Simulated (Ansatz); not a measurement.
# SnS$_{2}$, one cell by several methods

```
Sn S
1.0
     3.59830    0.00000    0.00000
    -1.79915    3.11622    0.00000
     0.00000    0.00000    5.49400
Sn S
1 2
Cartesian
  0.0000 0.0000 0.0000
  1.7992 1.0387 1.4499
  0.0000 2.0775 4.0441
```

Atoms are numbered in the order listed.

The structure is an experimental refinement, used without relaxation.

No spin–orbit coupling, which matters for the heavy atoms here.

Methods: DFT, LDA, PAW with Ansatz's default frozen-core files, scalar-relativistic (Ansatz 0.2.0); DFT, LDA, all-electron PAW with datasets made for the crystal, scalar-relativistic (Ansatz 0.2.0); DFT, LDA, all-electron LAPW, scalar-relativistic (Ansatz 0.2.0).

For PAW: a Γ-centred 8×8×5 k mesh, Fermi–Dirac smearing of 0.01 eV, cutoff 420 eV, no spin polarisation; the PAW files were made with PBE, and the program remakes their frozen cores for this functional. The crystal-made all-electron datasets (AE datasets) take a cutoff of 260 eV at this cell. LAPW targets a basis error of 1 meV/atom. The Ansatz runs share mesh, smearing and spin set-up. Plane-wave (PAW) pressures include the program's estimate of the Pulay term.

Stress and pressure are positive in compression.

Levels count from the top of the valence band.

```tsv
quantity	PAW	AE datasets	LAPW
pressure (GPa)	3.49	3.48	3.49
stress xx (GPa)	3.40	3.39	3.40
stress zz (GPa)	3.67	3.66	3.67
force on S2, z (eV/Å)	0.262	0.260	0.260
band gap (eV)	1.032	1.036	1.037
highest filled level at H (eV)	-0.495	-0.493	-0.492
lowest empty level at H (eV)	2.991	2.994	2.996
highest filled level at L (eV)	-1.276	-1.273	-1.272
lowest empty level at L (eV)	1.220	1.223	1.224
highest filled level at A (eV)	-0.591	-0.587	-0.586
lowest empty level at A (eV)	3.003	3.011	3.012
```

PAW's pressure differs from the LAPW value by about 0.01 GPa or less. Datasets made for the crystal and LAPW share parts of one code, so their agreement isn't an independent check.
